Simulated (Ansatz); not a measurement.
**InN: thickness series**

Start from InN in the zinc blende structure (space group F-43m, No. 216).

```yaml
crystal:
  lattice:
    - [0.00000, 2.49330, 2.49330]
    - [2.49330, 0.00000, 2.49330]
    - [2.49330, 2.49330, 0.00000]
  atoms:
    - { symbol: N, position: [0.75000, 0.75000, 0.75000] }
    - { symbol: In, position: [0.00000, 0.00000, 0.00000] }
```

Cartesian axes are those of the cell as printed.

Free-standing slabs (2 atom(s) a layer) normal to [110] with 15 Å of vacuum; in-plane cell held at bulk.

All numbers come from PBEsol in Ansatz (plane waves to 420 eV, PAW, no spin-orbit coupling).

Notes on the quantities. layer's space group: with vacuum.

```csv
case,band gap,gap character,layer's space group
base,zero,–,–
1 layer,1.15 eV,"indirect, U → Γ",Pmm2 (No. 25)
2 layers,1.17 eV,direct at Γ,Pmn2_1 (No. 31)
3 layers,0.63 eV,"indirect, U → Γ",Pmm2 (No. 25)
4 layers,0.65 eV,"indirect, k = (0, 0.286, 0) in the run's primitive reciprocal basis → Γ",Pmn2_1 (No. 31)
5 layers,0.46 eV,"indirect, Γ–Z (40 % along) → Γ",Pmm2 (No. 25)
6 layers,0.43 eV,"indirect, k = (0, 0.143, 0) in the run's primitive reciprocal basis → Γ",Pmn2_1 (No. 31)
7 layers,0.34 eV,"indirect, Γ–Z (20 % along) → Γ",Pmm2 (No. 25)
```

Stability against distortions was not tested. The final runs are not spin-polarised. This is not the structure that InN has at room temperature and ambient pressure. A zero or small gap of InN can be the functional's error rather than a property of the material. Labels are those of the standard path for the cell's own space group.

Ansatz is a quantum-chemistry and plane-wave program.
